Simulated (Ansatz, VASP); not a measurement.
KMgF3 in VASP and in Ansatz

```
K Mg F
1.0
     3.98590    0.00000    0.00000
     0.00000    3.98590    0.00000
     0.00000    0.00000    3.98590
K Mg F
1 1 3
Cartesian
  1.9593 2.0783 1.9283
  -0.0074 0.0248 0.0008
  0.0062 0.0033 2.0532
  -0.0096 1.9490 0.0388
  2.0197 0.0325 -0.0110
```

Change from the starting cell: atoms moved at random, drawn with an rms of 0.05 Å.

Alike in both runs: task single point; functional PBE; k mesh 7 × 7 × 7; occupations fermi-dirac, width 0.05 eV; no spin polarisation.

|  | VASP | Ansatz |
| --- | --- | --- |
| version | VASP 6.6.1 | Ansatz 0.2.0 |
| potentials or method | VASP PAW PBE potentials, release 64 (K_sv, Mg, F) | Ansatz PAW |
| plane-wave cutoff (eV) | 520 | 420 |
| valence electrons in the cell | 32 | 40 |

|  | VASP | Ansatz | Ansatz less VASP |
| --- | --- | --- | --- |
| gap on the k mesh at the Fermi level (eV) | 7.32 | 7.36 | +0.030 |
| least direct gap on the mesh (eV) | 7.61 | 7.64 | +0.028 |
| pressure (GPa) | 4.0 | 4.4 | +0.40 |
| largest component of the traceless stress (GPa) | 0.14 | 0.14 | -0.001 |
| rms of the force components (eV/Å) | 0.334 | 0.330 | -0.0033 |

Atom by atom the forces differ by 0.004 eV/Å (rms over components). The two sets of potentials don't hold the same shells in valence.

Caveats: an odd mesh through Γ misses points on the zone boundary, where band edges often lie (VASP); odd divisions of the mesh miss points on the zone boundary, where band edges often lie, so the gap on the mesh can be too wide (Ansatz); the pressure holds a Pulay correction of +0.5 GPa for the finite cutoff (Ansatz).
